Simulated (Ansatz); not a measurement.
**Trial inputs on NiSb**

All trials start from this Ansatz input:

```yaml
crystal:
  lattice:
    - [3.9399999606, 0.0, 0.0]
    - [-1.9699999803, 3.4121400568, 0.0]
    - [0.0, 0.0, 5.14]
  atoms:
    - { symbol: Ni, position: [0.0, 0.0, 0.0], spin: 2.0 }
    - { symbol: Ni, position: [0.0, 0.0, 0.5], spin: 2.0 }
    - { symbol: Sb, position: [0.3333333333, 0.6666666667, 0.25] }
    - { symbol: Sb, position: [0.6666666667, 0.3333333333, 0.75] }
basis:
  ecutwfc: 420
kpoints:
  mp_grid: { grid: [6, 6, 4] }
hamiltonian:
  xc: pbe
scf:
  occupations: { method: gaussian, width: 0.1 }
  lower_state_search: "off"
output:
  forces: true
  stress: true
  eigenvalues: true
  populations: true
magnetization:
  spin_polarized: true
```

Command:

```bash
ansatz run input.yaml --threads 1 --pin off --max-ram 1331MiB --backend cpu --events-out ev --progress --plain --runs-dir out
```

The run converges in 13 SCF iterations on 21 irreducible k-points: pressure 2.70 GPa, no gap, cell moment 0.00 μB. It warns that the starting moments were lost.

The inputs are trials, many of them unsound on purpose. Their numbers show the effect of the settings and aren't properties of the material. Each trial's input is given as a difference from the reference's; energies are extrapolated to zero smearing where there is one, and pressure is positive in compression. Charged cells sit in a uniform background, and their pressures hang on that convention.

Trial 1 (Cartesian positions):

```diff
 crystal:
   atoms:
-    - { symbol: Ni, position: [0.0, 0.0, 0.0], spin: 2.0 }
-    - { symbol: Ni, position: [0.0, 0.0, 0.5], spin: 2.0 }
-    - { symbol: Sb, position: [0.3333333333, 0.6666666667, 0.25] }
-    - { symbol: Sb, position: [0.6666666667, 0.3333333333, 0.75] }
+    - { symbol: Ni, position: [0.0, 0.0, 0.0] }
+    - { symbol: Ni, position: [0.0, 0.0, 2.57] }
+    - { symbol: Sb, position: [0.0, 2.2748, 1.285] }
+    - { symbol: Sb, position: [1.97, 1.1374, 3.855] }
 kpoints:
-  mp_grid: { grid: [6, 6, 4] }
+  mp_grid: { grid: [1, 2, 2] }
 hamiltonian:
+  hubbard: { sites: [{ species: Ni, l: d, u_eff: 3.0 }], projectors: atomic }
 scf:
-  lower_state_search: "off"
+  max_iter: 76
 output:
-  populations: true
-magnetization:
-  spin_polarized: true
```

The run converges in 15 SCF iterations on 4 irreducible k-points: pressure 1041 GPa, largest force 1200.762 eV/Å, no gap. It warns that the count of filled bands differs between k-points. Under a U the state reached may not be the lowest.

Trial 2:

```diff
 crystal:
   atoms:
-    - { symbol: Ni, position: [0.0, 0.0, 0.0], spin: 2.0 }
-    - { symbol: Ni, position: [0.0, 0.0, 0.5], spin: 2.0 }
+    - { symbol: Ni, position: [0.0, 0.0, 0.0] }
+    - { symbol: Ni, position: [0.0, 0.0, 0.5] }
 hamiltonian:
-  xc: pbe
+  xc: lda
 scf:
-  lower_state_search: "off"
 output:
-  populations: true
-magnetization:
-  spin_polarized: true
```

The run converges in 6 SCF iterations on 21 irreducible k-points: pressure -6.35 GPa, no gap.

Trial 3:

```diff
 crystal:
   atoms:
-    - { symbol: Ni, position: [0.0, 0.0, 0.0], spin: 2.0 }
-    - { symbol: Ni, position: [0.0, 0.0, 0.5], spin: 2.0 }
+    - { symbol: Ni, position: [0.0, 0.0, 0.0] }
+    - { symbol: Ni, position: [0.0, 0.0, 0.5] }
+total_charge: -0.1
 kpoints:
-  mp_grid: { grid: [6, 6, 4] }
+  mp_grid: { grid: [3, 3, 1] }
 hamiltonian:
+  hubbard: { sites: [{ species: Ni, l: d, u_eff: 2.2 }] }
 scf:
-  lower_state_search: "off"
+  mixing: { ndim: 4 }
+  max_iter: 77
 output:
-  populations: true
+  dos: {}
-magnetization:
-  spin_polarized: true
```

The run converges in 12 SCF iterations on 3 irreducible k-points: pressure 0.72 GPa (with the neutralising background of the charged cell), no gap. It warns that the count of filled bands differs between k-points.

Trial 4:

```diff
 crystal:
   atoms:
-    - { symbol: Ni, position: [0.0, 0.0, 0.0], spin: 2.0 }
-    - { symbol: Ni, position: [0.0, 0.0, 0.5], spin: 2.0 }
+    - { symbol: Ni, position: [0.0, 0.0, 0.0] }
+    - { symbol: Ni, position: [0.0, 0.0, 0.5] }
 kpoints:
-  mp_grid: { grid: [6, 6, 4] }
+  mp_grid: { grid: [3, 3, 2] }
 hamiltonian:
-  xc: pbe
+  xc: lda
+  dispersion: d3bj
 scf:
-  occupations: { method: gaussian, width: 0.1 }
-  lower_state_search: "off"
+  occupations: { method: fixed }
+  mixing: { algorithm: anderson, beta: 0.34, preconditioner: local_kerker }
+  max_iter: 30
+  convergence: { dr2_threshold: "1e-10 eV" }
 output:
-  populations: true
-magnetization:
-  spin_polarized: true
```

The run converges in 15 SCF iterations on 6 irreducible k-points: pressure -8.49 GPa, no gap. It warns that bands overlap at the filling; that the dispersion damping is borrowed from another functional; that the bands looked metallic on the way.

Trial 5:

```diff
 crystal:
   atoms:
-    - { symbol: Ni, position: [0.0, 0.0, 0.0], spin: 2.0 }
-    - { symbol: Ni, position: [0.0, 0.0, 0.5], spin: 2.0 }
+    - { symbol: Ni, position: [0.0, 0.0, 0.0], spin: -4.0 }
+    - { symbol: Ni, position: [0.0, 0.0, 0.5], spin: 4.0 }
 kpoints:
-  mp_grid: { grid: [6, 6, 4] }
+  mp_grid: { grid: [3, 3, 2] }
 hamiltonian:
+  hubbard: { sites: [{ species: Ni, l: d, u_eff: 5.0 }], projectors: atomic }
```

The run converges in 19 SCF iterations on 6 irreducible k-points: pressure 2.51 GPa, no gap, cell moment 0.00 μB. It warns that the count of filled bands differs between k-points; that the starting moments were lost.

Trial 6:

```diff
 crystal:
   atoms:
-    - { symbol: Ni, position: [0.0, 0.0, 0.0], spin: 2.0 }
-    - { symbol: Ni, position: [0.0, 0.0, 0.5], spin: 2.0 }
+    - { symbol: Ni, position: [0.0, 0.0, 0.0] }
+    - { symbol: Ni, position: [0.0, 0.0, 0.5] }
 kpoints:
-  mp_grid: { grid: [6, 6, 4] }
+  mp_grid: { grid: [3, 3, 2] }
 hamiltonian:
-  xc: pbe
+  xc: pbesol
 scf:
-  occupations: { method: gaussian, width: 0.1 }
-  lower_state_search: "off"
+  occupations: { method: cold, width: 0.083 }
 output:
-  populations: true
-magnetization:
-  spin_polarized: true
```

The run converges in 6 SCF iterations on 6 irreducible k-points: pressure -0.75 GPa, no gap.

Trial 7:

```diff
 crystal:
   atoms:
-    - { symbol: Ni, position: [0.0, 0.0, 0.0], spin: 2.0 }
-    - { symbol: Ni, position: [0.0, 0.0, 0.5], spin: 2.0 }
+    - { symbol: Ni, position: [0.0, 0.0, 0.0] }
+    - { symbol: Ni, position: [0.0, 0.0, 0.5] }
 basis:
-  ecutwfc: 420
+  ecutwfc: 330
 kpoints:
-  mp_grid: { grid: [6, 6, 4] }
+  mp_grid: { grid: [2, 1, 1], shift: [0.5, 0.5, 0] }
 hamiltonian:
+  hubbard:
+    sites: [{ species: Ni, l: d, u_eff: 5.1 }]
+    projectors: ortho-atomic
 scf:
-  occupations: { method: gaussian, width: 0.1 }
-  lower_state_search: "off"
+  occupations: { method: fermi_dirac, width: "1000 K" }
+  mixing: { beta: 0.1, preconditioner: kerker_dos }
+  initial_density: { chi_scale: 0, normalization: atom }
+  max_iter: 30
+  convergence: { dr2_threshold: "1e-9 eV" }
 output:
-  populations: true
```

The run converges in 17 SCF iterations on 1 irreducible k-point: pressure -3.31 GPa, largest force 2.093 eV/Å, gap on the sampled k-points 2.27 eV (the reference is a metal, so it comes from the sampling or the changed settings), cell moment 0.00 μB. It warns that the cutoff lies under the recommended one, 420 eV for these potentials; that no starting moments were given; that the SCF threshold is loose for the stress; that the mesh lowers the symmetry.

Trial 8 (origin moved):

```diff
 crystal:
   atoms:
-    - { symbol: Ni, position: [0.0, 0.0, 0.0], spin: 2.0 }
-    - { symbol: Ni, position: [0.0, 0.0, 0.5], spin: 2.0 }
-    - { symbol: Sb, position: [0.3333333333, 0.6666666667, 0.25] }
-    - { symbol: Sb, position: [0.6666666667, 0.3333333333, 0.75] }
+    - { symbol: Ni, position: [0.588, 0.173, 0.649] }
+    - { symbol: Ni, position: [0.588, 0.173, 1.149] }
+    - { symbol: Sb, position: [0.9213333333, 0.8396666667, 0.899] }
+    - { symbol: Sb, position: [1.2546666667, 0.5063333333, 1.399] }
 basis:
+  ecutrho_ratio: 8
 kpoints:
-  mp_grid: { grid: [6, 6, 4] }
+  mp_grid: { grid: [3, 3, 1] }
 hamiltonian:
-  xc: pbe
+  xc: lda
+  dispersion: d3bj
 scf:
-  occupations: { method: gaussian, width: 0.1 }
-  lower_state_search: "off"
+  occupations: { method: fermi_dirac, width: "600 K" }
+  lower_state_search: standard
 output:
-  populations: true
+  efg: {}
-magnetization:
-  spin_polarized: true
```

The run converges in 7 SCF iterations on 3 irreducible k-points: pressure -12.60 GPa, no gap. It warns that the dispersion damping is borrowed from another functional; that field gradients leave spin–orbit coupling out.

Trial 9:

```diff
 crystal:
   atoms:
-    - { symbol: Ni, position: [0.0, 0.0, 0.0], spin: 2.0 }
-    - { symbol: Ni, position: [0.0, 0.0, 0.5], spin: 2.0 }
+    - { symbol: Ni, position: [0.0, 0.0, 0.0] }
+    - { symbol: Ni, position: [0.0, 0.0, 0.5] }
-basis:
-  ecutwfc: 420
+basis: {}
 hamiltonian:
+  pseudopotentials: { kind: nc }
 scf:
-  lower_state_search: "off"
 output:
-  populations: true
-magnetization:
-  spin_polarized: true
```

The run converges in 12 SCF iterations on 21 irreducible k-points: at 1400 eV, the cutoff that these potentials take when none is typed, pressure 2.72 GPa, no gap.

Trial 10:

```diff
 crystal:
   atoms:
-    - { symbol: Ni, position: [0.0, 0.0, 0.0], spin: 2.0 }
-    - { symbol: Ni, position: [0.0, 0.0, 0.5], spin: 2.0 }
+    - { symbol: Ni, position: [0.0, 0.0, 0.0] }
+    - { symbol: Ni, position: [0.0, 0.0, 0.5] }
 basis:
-  ecutwfc: 420
+  ecutwfc: 620
 kpoints:
-  mp_grid: { grid: [6, 6, 4] }
+  mp_grid: { kspacing: 1.2 }
 hamiltonian:
-  xc: pbe
+  xc: pbesol
 scf:
-  lower_state_search: "off"
+  n_extra_bands: 8
+  convergence: { dr2_threshold: "1e-3 eV" }
 output:
-  populations: true
+  dos: {}
-magnetization:
-  spin_polarized: true
```

The run converges in 6 SCF iterations on 4 irreducible k-points: pressure -0.44 GPa, no gap. It warns that the SCF threshold is loose for the forces; that the SCF threshold is loose for the stress.

Trial 11:

```diff
 crystal:
   atoms:
-    - { symbol: Ni, position: [0.0, 0.0, 0.0], spin: 2.0 }
-    - { symbol: Ni, position: [0.0, 0.0, 0.5], spin: 2.0 }
+    - { symbol: Ni, position: [0.0, 0.0, 0.0], spin: -0.5 }
+    - { symbol: Ni, position: [0.0, 0.0, 0.5], spin: 0.5 }
-basis:
-  ecutwfc: 420
+basis: {}
 kpoints:
-  mp_grid: { grid: [6, 6, 4] }
+  mp_grid: { grid: [3, 3, 1], shift: [0.85, 0.4, 0.3] }
 scf:
-  occupations: { method: gaussian, width: 0.1 }
+  occupations: { method: cold, width: 0.091 }
```

The run converges in 18 SCF iterations on 9 irreducible k-points: energy 13.1 meV per atom below the reference, pressure 2.30 GPa, largest force 0.129 eV/Å, no gap, cell moment 0.00 μB. It warns that the count of filled bands differs between k-points; that the starting moments were lost; that the state wasn't tested for a lower one; that the mesh lowers the symmetry.

Trial 12:

```diff
 crystal:
   atoms:
-    - { symbol: Ni, position: [0.0, 0.0, 0.0], spin: 2.0 }
-    - { symbol: Ni, position: [0.0, 0.0, 0.5], spin: 2.0 }
+    - { symbol: Ni, position: [0.0, 0.0, 0.0] }
+    - { symbol: Ni, position: [0.0, 0.0, 0.5] }
 hamiltonian:
+  hubbard: { sites: [{ species: Ni, l: d, u_eff: 7.7 }] }
 scf:
-  lower_state_search: "off"
 output:
-  populations: true
-magnetization:
-  spin_polarized: true
```

The run converges in 11 SCF iterations on 21 irreducible k-points: pressure 1.78 GPa, no gap. It warns that the count of filled bands differs between k-points.